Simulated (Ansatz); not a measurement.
AlNi: pressure against volume

AlNi, P4/mmm, a = 2.860 Å, c = 2.870 Å. The structure is a Materials Project entry; whether it is the stable form wasn't checked. Ansatz: r2SCAN, PAW, 500 eV, Γ-centred 16×16×14 mesh on 2 atoms, Gaussian smearing 0.10 eV; no spin polarisation. Shape and atoms are relaxed at each volume; pressure is positive in compression.

| V (Å³/atom) | P (GPa) |
| --- | --- |
| 11.033 | 12.45 |
| 11.385 | ? |
| 11.737 | -0.02 |
| 12.089 | -4.92 |
| 12.441 | -9.09 |

Task: Take V0 = 11.737 Å³/atom, count pressures from its P0 = -0.02 GPa, fit the third-order Birch–Murnaghan form to the other rows, and predict the missing pressure.

Result: With the Eulerian strain f = ½[(V0/V)^(2/3) − 1] and y = (P − P0)/[3f(1 + 2f)^(5/2)], the form is the line y = B0 + 1.5 B0 (B0′ − 4) f. Rows (f, y): 0.02105, 178.1; -0.00975, 176.0; -0.01904, 175.0. Means f = -0.002580, y = 176.37; Σ(Δf)² = 0.0008807, ΣΔfΔy = 0.06608; the slope is their ratio. y = 176.6 + 75.03 f GPa, so B0 = 176.6 GPa and B0′ = 4 + 2 × (75.03)/(3 × 176.6) = 4.28. At V = 11.385, f = 0.01025, y = 177.37 and P = 5.72 GPa. The run gave 5.72 GPa, the same to the digits shown.